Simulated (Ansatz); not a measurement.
Run this with Ansatz 0.2.0 through its Python package and show what comes out.

`POSCAR`
```text
YN
1.0
   0.00000000    2.43850000    2.43850000
   2.43850000    0.00000000    2.43850000
   2.43850000    2.43850000    0.00000000
Y N
1 1
Direct
   0.00000000    0.00000000    0.00000000
   0.50000000    0.50000000    0.50000000
```

Script `run_slab.py`:
```python
'''A surface of YN: energy and work function.'''

import ansatz as az
from ase.build import surface
from ase.io import read
import numpy as np


def main() -> None:
    atoms = read('POSCAR', format='vasp')
    # the plane is named in the basis of this cell
    slab = surface(atoms, (1, 1, 0), 4, vacuum=8.0)
    slab.pbc = (True, True, False)

    print(slab.get_chemical_formula(), 'area {:.3f} A^2, cell height {:.2f} A'.format(np.linalg.norm(np.cross(slab.cell[0], slab.cell[1])), slab.cell[2, 2]))


    def settings(structure):
        return (
            az.Crystal.from_ase(structure).calculation()
            .occupations('fermi_dirac')
            .functional('PBEsol')
        )


    model = settings(slab).kpoints(4, 4, 1).potential().forces()
    outcome = model.run()
    r = outcome.report

    print(f'slab free energy {r["free_energy_ev"]:.4f} eV, Fermi level {r["fermi_energy_ev"]:.3f} eV')
    print('vacuum reading:', {k: round(v, 3) for k, v in r.get('vacuum', {}).items() if isinstance(v, float)})

    v = outcome.potential()
    profile = (v.v_es_ev + (0 if v.v_field_ev is None else v.v_field_ev)).mean(axis=(0, 1))
    height = outcome.lattice.cell_ang[2][2]
    print('z (A)   planar potential less the Fermi level (eV)')
    for i in range(0, len(profile), max(len(profile) // 24, 1)):
        print(f'{i * height / len(profile):6.2f} {profile[i] - r["fermi_energy_ev"]:9.3f}')


if __name__ == '__main__':
    main()
```

```console
$ python run_slab.py
N4Y4 area 11.893 A^2, cell height 23.32 A
DeckWarning: crystal.periodic: the lattice vector that does not repeat stood 0.000° off the slab's normal, 23.316 Å along it as the deck builds it. The run solves the slab on a vector along the normal, 38.431 Å long, with every atom where it was (on the [...]
DeckWarning: basis.ecutwfc = 420 eV, auto-derived from the records' recommended cutoffs: set by Y (normal level)
RunWarning: The input density's exchange-correlation potential varies sharply where the density is thin. Do not read a vacuum level from v_tot or v_xc, or from such a field of the output density. On a cell that repeats whose density bears no net charge and no [...]
slab free energy -16707.0879 eV, Fermi level -3.121 eV
vacuum reading: {'free_states_from_ev': -0.0, 'bound_up_to_ev': -0.056}
z (A)   planar potential less the Fermi level (eV)
  0.00     3.121
  1.57     3.121
  3.13     3.121
  4.70     3.106
  6.26     2.570
  7.83   -15.757
  9.39    -0.296
 10.96    -8.603
 12.53   -12.599
 14.09     0.114
 15.66   -12.850
 17.22     2.749
 18.79     3.111
 20.35     3.121
 21.92     3.121
 23.49     3.122
 25.05     3.121
 26.62     3.122
 28.18     3.121
 29.75     3.122
 31.31     3.121
 32.88     3.122
 34.45     3.121
 36.01     3.121
 37.58     3.121
```
(Warnings from the package without file and line, shortened.)

Caveats:
- Absolute energies stand on the zero of these potentials, so only differences at equal settings mean something. A total without «per atom» is that of the whole cell that was run.
- Spin is left out of this run.
- The zero of the levels is a convention of the potentials, so an absolute Fermi energy is no work function.
- The gap on the mesh is very small: such values hang on mesh and functional, which can close or open them.
- The structure is a deposited one; some such entries were measured under pressure or heat, so a shift against it needn't be the functional's error alone.
- The slab is thin and cut from the structure as given; a cut can leave two unlike or polar faces, and the surface energy is then their mean. Miller indices refer to the vectors of the cell as typed, and the lattice isn't relaxed for this functional, so relaxation and surface energy can hold strain.
- Timing: 12 s on 1 thread of Arm Neoverse V2 (shared host), peak memory 0.68 GiB.
